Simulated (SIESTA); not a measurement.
# Cu under changes of volume

One of the cells (11.810 Å³/atom); the others are scaled copies at fixed shape and fractional positions:

```
CELL_PARAMETERS angstrom
0.00000 1.80750 1.80750
1.80750 0.00000 1.80750
1.80750 1.80750 0.00000
ATOMIC_POSITIONS crystal
Cu 0.00000 0.00000 0.00000
```

```yaml
Program: SIESTA 5.4.2
Functional: PBE
Potentials_or_basis: PseudoDojo 0.5 standard (PBE files)
Basis: DZP (energy shift 0.002 Ry)
Grid_cutoff: 800 Ry
Energy_shift: 0.002 Ry
k_mesh: 13 × 13 × 13
Occupations: fermi-dirac, width 0.05 eV
Spin: no spin polarisation
```

```tsv
volume (Å³/atom)	energy over the lowest point (meV/atom)	pressure (GPa)
11.102	26.37	11.5
11.338	12.27	7.8
11.574	3.48	4.1
11.810	0.00	0.8
12.047	0.95	-2.0
12.283	?	?
12.519	13.51	-6.5
```

Problem. What does the run at 12.283 Å³/atom give?

Solution. Energy over the lowest point 5.48 meV/atom; pressure -4.1 GPa.

Worked out: A Birch-Murnaghan fit of order 3 (a polynomial in V^(-2/3)) to the other rows has its minimum at 11.88 Å³/atom with B0 = V·E''(V) = 143 GPa and B' = 5.8. It gives 5.54 meV/atom at 12.283 Å³/atom, against the run's 5.48, and -dE/dV = -4.3 GPa, against -4.1.

Energies are extrapolated to zero smearing.

Caveats: semicore shells carry a single zeta, which can move pressures by several GPa and volumes by a few percent; the basis of atomic orbitals isn't converged, which shifts pressures, moduli and gaps.
